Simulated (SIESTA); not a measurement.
# Bi under changes of volume

One of the cells (34.706 Å³/atom); the others are scaled copies at fixed shape and fractional positions:

```
CELL_PARAMETERS angstrom
3.51170 -3.15332 0.00000
3.51170 3.15332 0.00000
-1.26858 0.00000 3.13417
ATOMIC_POSITIONS crystal
Bi 0.75306 0.75306 0.85738
Bi 0.24694 0.24694 0.14262
```

This isn't the form of Bi at room conditions, which is rhombohedral.

| Property | Result |
| --- | --- |
| Program | SIESTA 5.4.2 |
| Functional | PBE |
| Potentials or basis | PseudoDojo 0.4 standard (PBE files) |
| Basis | DZP (energy shift 0.003 Ry; two zetas on semicore shells) |
| Grid cutoff | 500 Ry |
| Energy shift | 0.003 Ry |
| k mesh | 6 × 6 × 9 |
| Occupations | fermi-dirac, width 0.05 eV |
| Spin | no spin polarisation |

| volume (Å³/atom) | energy over the lowest point (meV/atom) | pressure (GPa) | largest force (eV/Å) |
| --- | --- | --- | --- |
| 31.984 | 29.63 | 4.2 | 0.089 |
| 32.665 | ? | ? | ? |
| 33.345 | 5.08 | 1.7 | 0.020 |
| 34.706 | 0.00 | -0.4 | 0.036 |
| 35.387 | 3.61 | -1.3 | 0.066 |
| 36.067 | 10.74 | -2.0 | 0.089 |

**Question.** What does the run at 32.665 Å³/atom give?

**Answer.** Energy over the lowest point 14.56 meV/atom; pressure 2.9 GPa; largest force 0.055 eV/Å.

Worked out: A Birch-Murnaghan fit of order 3 (a polynomial in V^(-2/3)) to the other rows has its minimum at 34.42 Å³/atom with B0 = V·E''(V) = 49 GPa and B' = 4.3 at fixed shape and positions, which overstates the stiffness. It gives 14.65 meV/atom at 32.665 Å³/atom, against the run's 14.56, and -dE/dV = 2.9 GPa, against 2.9.

Energies are extrapolated to zero smearing.

Caveats: the basis of atomic orbitals isn't converged, which shifts pressures, moduli and gaps.
